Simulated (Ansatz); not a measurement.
Runs of Ansatz 0.2.0 on Mg. Symmetry: P6_3/mmc, No. 194, hexagonal system. Conventional cell: a = 3.209 Å, b = 3.209 Å, c = 5.210 Å, α = 90.00°, β = 90.00°, γ = 120.00°. Around Mg (site symmetry -6m2) lie 12 Mg at 3.20 to 3.21 Å. 

| task | level | cell | k mesh | cutoff (eV) | smearing | basis error allowed | mesh quality | gap on the mesh (eV) | pressure (GPa) | relaxed volume (Å³/atom) |
| --- | --- | --- | --- | --- | --- | --- | --- | --- | --- | --- |
| elastic constants | PBEsol | as given | 7 × 7 × 4 | 115 | fermi-dirac 0.05 eV | 0.001 eV/atom | coarse | none | -0.9 | - |
| elastic constants | LDA | as given | 7 × 7 × 4 | 115 | fermi-dirac 0.05 eV | 0.001 eV/atom | coarse | none | -2.3 | - |
| relaxation of cell and atoms | PBEsol+D4 | relaxed | 10 × 10 × 5 | - | fermi-dirac 0.05 eV | 0.001 eV/atom | not flagged | - | 0.0 | 23.23 |
| single point | PBE | as given | 10 × 10 × 5 | 104 | gaussian 0.022 eV | 0.001 eV/atom | not flagged | none | -0.5 | - |
| single point | PBE | as given | 7 × 7 × 4 | 92 | fermi-dirac 0.04 eV | 0.002 eV/atom | coarse | none | -0.3 | - |
| relaxation of cell and atoms | PBEsol | relaxed | 10 × 10 × 5 | - | fermi-dirac 0.05 eV | 0.001 eV/atom | not flagged | - | 0.0 | (a) |
| elastic constants | PBE | as given | 7 × 7 × 4 | 114 | fermi-dirac 0.05 eV | 0.001 eV/atom | coarse | none | -0.3 | - |
| relaxation of cell and atoms | BLYP+D4 | relaxed | 10 × 10 × 5 | - | fermi-dirac 0.05 eV | 0.001 eV/atom | not flagged | - | 0.0 | (b) |
| single point | PBE | as given | 10 × 10 × 5 | 104 | gaussian 0.015 eV | 0.001 eV/atom | not flagged | none | -0.5 | - |
| relaxation of cell and atoms | BLYP+D3(BJ) | relaxed | 10 × 10 × 5 | - | fermi-dirac 0.05 eV | 0.001 eV/atom | not flagged | - | 0.0 | 20.59 |
| single point | PBE | as given | 10 × 10 × 5 | 104 | gaussian 0.013 eV | 0.001 eV/atom | not flagged | none | -0.5 | - |
| single point | PBE | as given | 5 × 5 × 2 | 85 | fermi-dirac 0.02 eV | 0.003 eV/atom | coarse | none | -0.3 | - |

Alike in all rows: potentials or basis all-electron LAPW, scalar-relativistic; no spin polarisation.

Problem. Estimate the missing entries.

Solution. (a) 22.56; (b) 23.22.

Caveats: some runs use coarse meshes; the k mesh is thin for a metal, which can move the energy by tens of meV per atom (some runs); a metal's response needs a denser mesh (some runs); the elastic tensor has a negative eigenvalue, so either the cell is unstable as it stands or the mesh is too thin (some runs); the volume moved by -11 % from the deposited cell, more than functionals usually miss (some runs).

A gap of «none» marks a metal or a gap under the smearing width.
